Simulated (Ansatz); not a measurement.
CuI, h-MgO type (no longer in that coordination) at its r2SCAN geometry, run in the PAW code Ansatz at 2 levels of theory. Non-magnetic throughout. Whether this structure exists isn't addressed.

The PBE+SOC input:
```yaml
crystal:
  lattice:
    - [4.3755374598, 0.0, 0.0]
    - [-2.1877687299, 3.7893265954, 0.0]
    - [0.0, 0.0, 7.2537939909]
  atoms:
    - { symbol: Cu, position: [0.3333333333, 0.6666666667, 0.25] }
    - { symbol: Cu, position: [0.6666666667, 0.3333333333, 0.75] }
    - { symbol: I, position: [0.6666666667, 0.3333333333, 0.25] }
    - { symbol: I, position: [0.3333333333, 0.6666666667, 0.75] }
kpoints:
  mp_grid: { grid: [6, 6, 4] }
  band_path:
    path:
      - [0.0, 0.0, 0.0]
      - [0.5, 0.0, 0.0]
      - [0.3333333333, 0.3333333333, 0.0]
      - [0.0, 0.0, 0.5]
      - [0.5, 0.0, 0.5]
      - [0.3333333333, 0.3333333333, 0.5]
    npoints: 1
hamiltonian:
  xc: pbe
scf:
  occupations: { method: fermi_dirac, width: 0.02 }
  n_extra_bands: 10
magnetization:
  noncollinear: true
  spin_orbit: true
output:
  forces: true
  stress: true
  eigenvalues: true
```

Main results, then, where recorded, the levels near the gap in eV from the Fermi energy (columns number the bands from 0), one row a point of the path (Γ, M, K, A, L, H):
```
Crystal: 4 atoms, lattice volume = 120.270 Å³
Symmetry: 24 space group operations + 24 with time reversal
Magnetic group: BNS 194.264 (UNI 1494)
```
```
Basis set: ecut = 420 eV, 2359 PW (Γ)
k-points: 21 of 144
SCF converged after 10 iterations
Free energy (F): -28283.203767 eV
Fermi energy:    7.761479 eV
--- Stress (GPa, compression-positive) ---
        1.302377       0.000000       0.000000
        0.000000       1.302377       0.000000
        0.000000       0.000000       0.733166
  P = ⅓ Tr σ = 1.1126 GPa (11.126 kbar)
```
```tsv
band_62	band_63	band_64	band_65	band_66	band_67	band_68	band_69	band_70	band_71	band_72	band_73	band_74	band_75	band_76	band_77
-2.108	-2.108	-0.953	-0.953	-0.836	-0.836	-0.692	-0.692	-0.558	-0.558	0.555	0.555	0.604	0.604	4.216	4.216
-2.139	-2.139	-2.119	-2.119	-1.977	-1.977	-1.919	-1.919	-1.559	-1.559	1.684	1.684	2.396	2.396	3.165	3.165
-2.337	-2.337	-2.197	-2.197	-2.163	-2.163	-1.735	-1.735	-1.653	-1.653	3.727	3.727	3.965	3.965	4.162	4.162
-2.047	-2.047	-0.844	-0.844	-0.844	-0.844	-0.698	-0.698	-0.698	-0.698	1.041	1.041	1.041	1.041	4.435	4.435
-2.202	-2.202	-2.049	-2.049	-2.049	-2.049	-1.479	-1.479	-1.479	-1.479	2.127	2.127	2.127	2.127	2.731	2.731
-2.284	-2.284	-2.233	-2.233	-2.152	-2.152	-1.388	-1.388	-1.311	-1.311	2.665	2.665	2.673	2.673	4.232	4.232
```

The PBE+SOC gap is direct at Γ: 1.11 eV.

Task: Another run on the same cell gave
```
Basis set: ecut = 420 eV, 2359 PW (Γ)
k-points: 21 of 144
hybrid outer 1: dexx = +3.472e-2 eV, tail = 2.14e-4 eV
hybrid outer 2: dexx = +1.778e-6 eV, tail = 1.36e-7 eV, Δε = 5.47e-3 eV
hybrid outer 3: dexx = +2.200e-9 eV, tail = 2.94e-9 eV, Δε = 2.01e-4 eV, ΔF = 5.55e-17 eV/Å
hybrid SCF converged: 3 outer / 14 inner (+4 warm-up)
Free energy (F): -28284.594743 eV
Fermi energy:    6.150726 eV
--- Stress (GPa, compression-positive) ---
        1.528215       0.000000       0.000000
        0.000000       1.528215       0.000000
        0.000000       0.000000       0.631333
  P = ⅓ Tr σ = 1.2293 GPa (12.293 kbar)
```
```tsv
band_31	band_32	band_33	band_34	band_35	band_36	band_37	band_38
-1.542	-0.304	-0.304	0.000	0.000	2.693	2.831	6.295
-2.128	-1.879	-1.731	-1.583	-1.136	3.720	4.513	5.078
-2.390	-2.175	-2.175	-1.368	-1.368	5.736	6.235	6.235
-1.977	-0.154	-0.154	-0.154	-0.154	3.273	3.273	6.536
-2.238	-1.733	-1.733	-1.056	-1.056	4.144	4.144	4.737
-2.361	-2.208	-2.208	-0.885	-0.885	4.645	4.645	6.778
```
Which level of theory gave it?

Result: It is HSE06, judged by the exchange loop and the size of the gap (a near hybrid could fit too), on 6×6×4; the blocks that differ from the first input, but for the band path:
```yaml
hamiltonian:
  xc: hse06
scf:
  occupations: { method: fixed }
  n_extra_bands: 5
```
(magnetization left out)
The HSE06 gap is direct at Γ: 2.69 eV. With the atoms held, the mean pressure is +1.2 GPa (compression positive). (The program warns that its thresholds are loose for a hybrid's stress.)

Totals of different functionals, or with and without spin-orbit coupling, can't be compared.

Only the levels marked +SOC include spin-orbit coupling.

The meshes of the hybrids are coarse, so their gaps aren't converged to the digits shown.
